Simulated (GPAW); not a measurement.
W:

```
CELL_PARAMETERS angstrom
0.00000 2.03000 2.03000
2.03000 0.00000 2.03000
2.03000 2.03000 0.00000
ATOMIC_POSITIONS crystal
W 0.00000 0.00000 0.00000
```

This isn't the form of W at room conditions, which is bcc.

- Program: GPAW 26.7.0
- Task: relaxation of cell and atoms
- Functional: r2SCAN
- Potentials or basis: GPAW PAW data sets (gpaw-data 1.2.1)
- Cutoff: 600 eV
- Basis: pw
- k mesh: 7 × 7 × 7
- Occupations: fermi-dirac, width 0.05 eV
- Spin: collinear spin, ferromagnetic start
- Starting moments: [0.5] μB
- Hubbard terms: W d U = 5.3 eV

At the start: pressure 5.1 GPa; volume 16.73 Å³/atom.

Q: Where does the relaxation end?

A: Over 3 steps the energy falls by 5.0 meV/atom and the volume is 17.07 Å³/atom (+2.0 %); space group Fm-3m (No. 225, to 0.05 Å); moment 0.67 μB per cell.

The path:
```tsv
step	energy change (eV)	largest force (eV/Å)	pressure (GPa)	volume (Å³)
1	0.0000	0.0000	5.07	16.73
2	-0.0048	0.0000	-0.72	17.11
3	-0.0050	0.0000	-0.04	17.07
```

Final structure:
```yaml
crystal:
  lattice:
    - [0.00000, 2.04345, 2.04345]
    - [2.04345, 0.00000, 2.04345]
    - [2.04345, 2.04345, 0.00000]
  atoms:
    - { symbol: W, position: [0.00000, 0.00000, 0.00000] }
```

Caveat: the k mesh is coarse (spacing up to 0.38 Å⁻¹), so the values aren't converged; each step starts from the last one's moments, so a moment once lost doesn't come back; later steps reuse the first step's grids; the PAW data sets were made with another functional, which shifts forces and pressure a little; the U is typed as a test and isn't derived for this compound.
